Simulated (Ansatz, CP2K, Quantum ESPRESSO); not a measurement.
# Tc: 4 runs at one level of theory

```
Tc
1.0
     2.74000    0.00000    0.00000
    -1.37000    2.37291    0.00000
     0.00000    0.00000    4.39800
Tc
2
Cartesian
  1.3700 0.7910 3.2985
  0.0000 1.5819 1.0995
```

Alike in all runs: task single point; functional PBEsol; k mesh 11 × 11 × 6; occupations fermi-dirac, width 0.05 eV; no spin polarisation; no spin-orbit coupling. Pressure is positive in compression and, in plane waves, holds the error of the finite cutoff, which Ansatz's Pulay term estimates and takes out.

```json
{"program and potentials": "Ansatz, Ansatz PAW (files of its older set among them)", "plane-wave cutoff (eV)": "500", "notes": "potentials made for PBE, which Ansatz adapts in part", "pressure (GPa)": "-6.56"}
{"program and potentials": "Ansatz, all-electron LAPW, scalar-relativistic", "plane-wave cutoff (eV)": "-", "notes": "-", "pressure (GPa)": "-6.57"}
{"program and potentials": "Quantum ESPRESSO, GBRV 1.5 PBEsol", "plane-wave cutoff (eV)": "612", "notes": "-", "pressure (GPa)": "-7.03"}
{"program and potentials": "CP2K, POTENTIAL_UZH Tc GTH-PBE-q15; TZVP-MOLOPT-PBE-GTH basis", "plane-wave cutoff (eV)": "-", "notes": "atomic basis; potentials made for PBE", "pressure (GPa)": "-2.10"}
```

The pressure spans -7.03 (Quantum ESPRESSO, GBRV 1.5 PBEsol) to -2.10 GPa (CP2K, POTENTIAL_UZH Tc GTH-PBE-q15; TZVP-MOLOPT-PBE-GTH basis), with all-electron results at -6.57. The pressure on the cell as given of CP2K, POTENTIAL_UZH Tc GTH-PBE-q15; TZVP-MOLOPT-PBE-GTH basis lies far from the others; the cause wasn't traced. Rows in atomic bases carry the error of their basis and grid, which can be large.

The functional is the same throughout but for its coding, so the spread measures potentials, basis and numerics; runs on potential files found faulty are left out.
